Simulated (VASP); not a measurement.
# InAs (Fm-3m) in VASP: notebook

The runs below take InAs through single point, with HSE06.

Everything below comes from runs of VASP 6.6.1. Logs are shortened: lines on timing, memory, paths and dates and some standing lists are left out, and cuts for length are marked.

## Step 1: The structure

The structure is cubic, space group Fm-3m (No. 225). The conventional cell has a = 5.755 Å, b = 5.755 Å, c = 5.755 Å, α = 90.00°, β = 90.00°, γ = 90.00°. In (site symmetry m-3m) is surrounded by 6 As at 2.88 Å. As (site symmetry m-3m) is surrounded by 6 In at 2.88 Å.

Measurements of this composition are mostly on another form, of space group No. 216.

## Step 2: Single point, HSE06

POSCAR reads:

```
InAs
1.0
    0.0000000000      2.8773040000      2.8773040000
    2.8773040000      0.0000000000      2.8773040000
    2.8773040000      2.8773040000      0.0000000000
In As
1 1
Direct
    0.5000000000      0.5000000000      0.5000000000
    0.0000000000      0.0000000000      0.0000000000
```

INCAR.step1 reads:

```
SYSTEM = InAs
PREC = Accurate
ENCUT = 250
EDIFF = 1E-5
ISMEAR = 0
SIGMA = 0.01
LREAL = .False.
LASPH = .True.
NELM = 100
ALGO = Normal
ISIF = 2
LWAVE = .True.
NBANDS = 17
NKRED = 1
GGA = PE
```

INCAR.step2 reads:

```
SYSTEM = InAs
PREC = Accurate
ENCUT = 250
EDIFF = 1E-6
ISMEAR = 0
SIGMA = 0.01
LREAL = .False.
LASPH = .True.
NELM = 100
ALGO = Normal
ISIF = 2
LWAVE = .False.
LCHARG = .False.
GGA = PE
LHFCALC = .True.
HFSCREEN = 0.2
PRECFOCK = Fast
NBANDS = 17
NKRED = 1
ISTART = 1
```

KPOINTS reads:

```
Automatic mesh
0
Gamma
  3 3 3
  0 0 0
```

Potentials or basis: VASP PAW PBE potentials, release 64 (In_d, As).

Run with:

```console
> cat potpaw_PBE.64/In_d/POTCAR potpaw_PBE.64/As/POTCAR > POTCAR
> cp INCAR.step1 INCAR
> mpirun -np 1 vasp_std > vasp.out
> cp INCAR.step2 INCAR
> mpirun -np 1 vasp_std > vasp.out
```

OUTCAR:

```text
SYSTEM = InAs
   PREC = Accurate
   ENCUT = 250
   EDIFF = 1E-6
   ISMEAR = 0
   LREAL = .False.
   LASPH = .True.
   NELM = 100
   ISIF = 2
   GGA = PE
   LHFCALC = .True.
   HFSCREEN = 0.2
   PRECFOCK = Fast
   NKRED = 1
   ISTART = 1

 Found      4 irreducible k-points:

 Following reciprocal coordinates:
            Coordinates               Weight
  0.000000  0.000000  0.000000      1.000000
  0.333333  0.000000  0.000000      8.000000
  0.333333  0.333333  0.000000      6.000000
 -0.333333  0.333333  0.000000     12.000000
   k-points           NKPTS =      4   k-points in BZ     NKDIM =     27   number of bands    NBANDS=     17
   number of dos      NEDOS =    301   number of ions     NIONS =      2
   total plane-waves  NPLWV =  13824
   dimension x,y,z NGX =    24 NGY =   24 NGZ =   24
   dimension x,y,z NGXF=    48 NGYF=   48 NGZF=   48
   ions per type =               1   1
   NGX,Y,Z   is equivalent  to a cutoff of   9.81,  9.81,  9.81 a.u.
   NGXF,Y,Z  is equivalent  to a cutoff of  19.61, 19.61, 19.61 a.u.
 SYSTEM =  InAs
   PREC   = accura    normal or accurate (medium, high low for compatibility)
   ISTART =      1    job   : 0-new  1-cont  2-samecut
   ICHARG =      0    charge: 1-file 2-atom 10-const
   ISPIN  =      1    spin polarized calculation?
   LNONCOLLINEAR =      F non collinear calculations
   LSORBIT =      F    spin-orbit coupling
   LASPH  =      T    aspherical Exc in radial PAW
   ENCUT  =  250.0 eV  18.37 Ry    4.29 a.u.   5.25  5.25  5.25*2*pi/ulx,y,z
   NELM   =    100;   NELMIN=  2; NELMDL=  0     # of ELM steps
   EDIFF  = 0.1E-05   stopping-criterion for ELM
   LREAL  =      F    real-space projection
   EDIFFG = 0.1E-04   stopping-criterion for IOM
   NSW    =      0    number of steps for IOM
   IBRION =     -1    ionic relax: 0-MD 1-quasi-New 2-CG
   NFREE  =      0    steps in history (QN), initial steepest desc. (CG)
   ISIF   =      2    stress and relaxation
   ISYM   =      3    0-nonsym 1-usesym 2-fastsym
   POTIM  = 0.5000    time-step for ionic-motion
   TEBEG  =    0.0;   TEEND  =   0.0 temperature during run
   PSTRESS=    0.0 pullay stress
   NELECT =      18.0000    total number of electrons
   NUPDOWN=      -1.0000    fix difference up-down
   EMIN   =  10.00;   EMAX   =-10.00  energy-range for DOS
   EFERMI =   0.00;   METHOD = LEGACY
   ISMEAR =     0;   SIGMA  =   0.01  broadening in eV -4-tet -1-fermi 0-gaus
   EFERMI_NEDOS =   21; number of points for ismear=-14 and -15
   IALGO  =     38    algorithm
   IMIX   =      1    mixing-type and parameters
     AMIX     =   0.40;   BMIX     =  1.00
     AMIX_MAG =   1.60;   BMIX_MAG =  1.00
  volume/ion in A,a.u.               =      23.82       160.75
  Fermi-wavevector in a.u.,A,eV,Ry     =   1.183505  2.236499 19.057448  1.400683
  Thomas-Fermi vector in A             =   2.319738
   LORBIT       =      0    0 simple, 1 ext, 2 COOP (PROOUT), +10 PAW based schemes
   GGA     = PE    functional components
   LHFCALC =     T    Hartree Fock is set to
   PRECFOCK=fast      Normal, Fast or Accurate (Low or Medium for compatibility)
   ENCUT4O =  -1.0   cutoff for four orbital integrals eV
   NKREDX  =     1    reduce k-point grid by
   NKREDY  =     1    reduce k-point grid by
   NKREDZ  =     1    reduce k-point grid by
   AEXX    =    0.2500 exact exchange contribution
   HFSCREEN=    0.2000 screening length (either q_TF or 0.3 A-1)
   HFSCREENC=   0.2000 screening length for correlation (either q_TF or 0.3 A-1)
   ENCUTFOCK=  -1.0 apply spherical cutoff to Coloumb kernel
   IVDW    =     0    specifies the selected vdW correction
   LEPSILON=     F    determine dielectric tensor
   LRPA    =     F    only Hartree local field effects (RPA)
 non-spin polarized calculation
 Gauss-broadening in eV      SIGMA  =   0.01
  energy-cutoff  :      250.00
  volume of cell :       47.64
 maximum number of plane-waves:       432
 NGX is ok and might be reduce to    24
  NGX = 12; NGY = 12; NGZ = 12

 number of electron      17.9999988 magnetization

 Free energy of the ion-electron system (eV)
  ---------------------------------------------------
  ext. energy  EPLUGINS =         0.00000000
  ---------------------------------------------------
  free energy    TOTEN  =        -8.00477192 eV

  energy without entropy =       -8.00390934  energy(sigma->0) =       -8.00434063

 E-fermi :   5.8038     XC(G=0):  -8.3443

 val. band max:        5.6175264017   @ k =   0.3333   0.0000   0.0000
 cond. band min:       5.8119089472   @ k =   0.3333   0.0000   0.0000
 fundamental gap:      0.1943825455
 Fermi energy:         5.8037747487

 k-point     1 :       0.0000    0.0000    0.0000
  band No.  band energies     occupation
      1     -10.4938      2.00000
      2     -10.4802      2.00000
      3     -10.4668      2.00000
      4     -10.4588      2.00000
      5     -10.4486      2.00000
      6      -7.7581      2.00000
[... 9 lines left out ...]
     16      14.1915      0.00000
     17      15.2672      0.00000

 k-point     2 :       0.3333    0.0000    0.0000
  band No.  band energies     occupation
      1     -10.5328      2.00000
      2     -10.5145      2.00000
      3     -10.4627      2.00000
      4     -10.4312      2.00000
      5     -10.4086      2.00000
      6      -6.5489      2.00000
[... 9 lines left out ...]
     16      16.2761      0.00000
     17      21.7454      0.00000

 k-point     3 :       0.3333    0.3333    0.0000
  band No.  band energies     occupation
      1     -10.6613      2.00000
      2     -10.4902      2.00000
      3     -10.4642      2.00000
      4     -10.4072      2.00000
      5     -10.3937      2.00000
      6      -5.9882      2.00000
[... 9 lines left out ...]
     16      19.8403      0.00000
     17      19.8763      0.00000

 k-point     4 :      -0.3333    0.3333    0.0000
  band No.  band energies     occupation
      1     -10.6380      2.00000
      2     -10.5054      2.00000
      3     -10.4574      2.00000
      4     -10.4223      2.00000
      5     -10.3932      2.00000
      6      -5.1930      2.00000
[... 9 lines left out ...]
     16      18.8185      0.00000
     17      20.8604      0.00000

------------------------ aborting loop because EDIFF is reached ----------------------------------------

  FORCE on cell =-STRESS in cart. coord.  units (eV):
  Direction    XX          YY          ZZ          XY          YZ          ZX
  --------------------------------------------------------------------------------------
  -------------------------------------------------------------------------------------
  Total        0.1012503      0.1012503      0.1012503      0.0000000      0.0000000      0.0000000
  in kB        3.4050206      3.4050206      3.4050206      0.0000000      0.0000000      0.0000000
  external PRESSURE =       3.4050206 kB  Pullay stress =       0.0000000 kB

 VOLUME and BASIS-vectors are now :
 -----------------------------------------------------------------------------
  energy-cutoff  :      250.00
  volume of cell :       47.64
      direct lattice vectors                 reciprocal lattice vectors
     0.000000000  2.877304000  2.877304000    -0.173773783  0.173773783  0.173773783
     2.877304000  0.000000000  2.877304000     0.173773783 -0.173773783  0.173773783
     2.877304000  2.877304000  0.000000000     0.173773783  0.173773783 -0.173773783

 POSITION                                       TOTAL-FORCE (eV/Angst)
 -----------------------------------------------------------------------------------
      2.87730      2.87730      2.87730        -0.000000      0.000000      0.000000
      0.00000      0.00000      0.00000         0.000000     -0.000000     -0.000000
 -----------------------------------------------------------------------------------
    total drift:                                0.000001      0.000002     -0.000001

  FREE ENERGIE OF THE ION-ELECTRON SYSTEM (eV)
  ---------------------------------------------------
  free  energy   TOTEN  =        -8.0047719233 eV

  energy  without entropy=       -8.0039093430  energy(sigma->0) =       -8.00434063
```

It took 25 s on 1 thread of AMD EPYC 9R45 (Zen 5), shared host; peak memory 0.2 GiB.

These settings aren't checked as converged: the numbers below hold their error.

What came out:

| Property | Result |
| --- | --- |
| Free energy | -8.0048 eV |
| Band gap on the k mesh | none (metal or under the smearing width) |

Caveat: the k mesh is coarse (spacing up to 0.63 Å⁻¹), so the values aren't converged, least of all with exact exchange; the cutoff is under 1.25 times the usual one of these potentials, so pressure, stress and relaxed cells hold a basis-set (Pulay) error; the PAW data sets were made with another functional, which shifts forces and pressure a little.

## Step 3: Single point, HSE06

POSCAR is that of step 2.

Edit INCAR.step1 of step 2 so:

```diff
@@ -2,3 +2,3 @@
 PREC = Accurate
-ENCUT = 250
+ENCUT = 350
 EDIFF = 1E-5
```

Edit INCAR.step2 of step 2 so:

```diff
@@ -2,3 +2,3 @@
 PREC = Accurate
-ENCUT = 250
+ENCUT = 350
 EDIFF = 1E-6
```

KPOINTS reads:

```
Automatic mesh
0
Gamma
  4 4 4
  0 0 0
```

Potentials or basis: VASP PAW PBE potentials, release 64 (In_d, As).

Run with:

```console
> cat potpaw_PBE.64/In_d/POTCAR potpaw_PBE.64/As/POTCAR > POTCAR
> cp INCAR.step1 INCAR
> mpirun -np 1 vasp_std > vasp.out
> cp INCAR.step2 INCAR
> mpirun -np 1 vasp_std > vasp.out
```

OUTCAR:

```text
SYSTEM = InAs
   PREC = Accurate
   ENCUT = 350
   EDIFF = 1E-6
   ISMEAR = 0
   LREAL = .False.
   LASPH = .True.
   NELM = 100
   ISIF = 2
   GGA = PE
   LHFCALC = .True.
   HFSCREEN = 0.2
   PRECFOCK = Fast
   NKRED = 1
   ISTART = 1

 Found      8 irreducible k-points:

 Following reciprocal coordinates:
            Coordinates               Weight
  0.000000  0.000000  0.000000      1.000000
  0.250000  0.000000  0.000000      8.000000
  0.500000  0.000000  0.000000      4.000000
  0.250000  0.250000  0.000000      6.000000
  0.500000  0.250000  0.000000     24.000000
 -0.250000  0.250000  0.000000     12.000000
   k-points           NKPTS =      8   k-points in BZ     NKDIM =     64   number of bands    NBANDS=     17
   number of dos      NEDOS =    301   number of ions     NIONS =      2
   total plane-waves  NPLWV =  21952
   dimension x,y,z NGX =    28 NGY =   28 NGZ =   28
   dimension x,y,z NGXF=    56 NGYF=   56 NGZF=   56
   ions per type =               1   1
   NGX,Y,Z   is equivalent  to a cutoff of  11.44, 11.44, 11.44 a.u.
   NGXF,Y,Z  is equivalent  to a cutoff of  22.88, 22.88, 22.88 a.u.
 SYSTEM =  InAs
   PREC   = accura    normal or accurate (medium, high low for compatibility)
[... 63 lines left out ...]

  energy without entropy =       -8.37867793  energy(sigma->0) =       -8.37867793

 E-fermi :   5.9167     XC(G=0):  -8.3505

 val. band max:        5.8729146910   @ k =   0.5000   0.0000   0.0000
 cond. band min:       5.9667065912   @ k =   0.5000   0.0000   0.0000
 fundamental gap:      0.0937919003
 Fermi energy:         5.9167097703

 k-point     1 :       0.0000    0.0000    0.0000
  band No.  band energies     occupation
      1     -10.7954      2.00000
      2     -10.7919      2.00000
      3     -10.7697      2.00000
      4     -10.7695      2.00000
      5     -10.7693      2.00000
      6      -7.6834      2.00000
[... 97 lines left out ...]
      4     -10.7383      2.00000
      5     -10.7296      2.00000
      6      -5.8665      2.00000
[... 9 lines left out ...]
     16      18.0732      0.00000
     17      19.4126      0.00000

 [... further k-points ...]

------------------------ aborting loop because EDIFF is reached ----------------------------------------

  FORCE on cell =-STRESS in cart. coord.  units (eV):
  Direction    XX          YY          ZZ          XY          YZ          ZX
  --------------------------------------------------------------------------------------
  -------------------------------------------------------------------------------------
  Total       -0.7300192     -0.7300192     -0.7300192     -0.0000000     -0.0000000      0.0000000
  in kB      -24.5503458    -24.5503458    -24.5503458     -0.0000000     -0.0000000      0.0000000
  external PRESSURE =     -24.5503458 kB  Pullay stress =       0.0000000 kB

 VOLUME and BASIS-vectors are now :
 -----------------------------------------------------------------------------
  energy-cutoff  :      350.00
  volume of cell :       47.64
      direct lattice vectors                 reciprocal lattice vectors
     0.000000000  2.877304000  2.877304000    -0.173773783  0.173773783  0.173773783
     2.877304000  0.000000000  2.877304000     0.173773783 -0.173773783  0.173773783
     2.877304000  2.877304000  0.000000000     0.173773783  0.173773783 -0.173773783

 POSITION                                       TOTAL-FORCE (eV/Angst)
 -----------------------------------------------------------------------------------
      2.87730      2.87730      2.87730        -0.000000     -0.000000     -0.000000
      0.00000      0.00000      0.00000         0.000000      0.000000      0.000000
 -----------------------------------------------------------------------------------
    total drift:                               -0.000001     -0.000001     -0.000001

  FREE ENERGIE OF THE ION-ELECTRON SYSTEM (eV)
  ---------------------------------------------------
  free  energy   TOTEN  =        -8.3786779266 eV

  energy  without entropy=       -8.3786779266  energy(sigma->0) =       -8.37867793
```

It took 11 min on 1 thread of AMD EPYC 9R45 (Zen 5), shared host; peak memory 0.22 GiB.

The run converged, but some of its settings lie outside the range that counts as converged, so its numbers aren't taken as properties of the crystal.

Results:

```
Free energy            : -8.3787 eV
Pressure               : -2.5 GPa
Band gap on the k mesh : none (metal or under the smearing width)
```

Caveat: the k mesh is coarse (spacing up to 0.47 Å⁻¹), so the values aren't converged, least of all with exact exchange; the PAW data sets were made with another functional, which shifts forces and pressure a little.
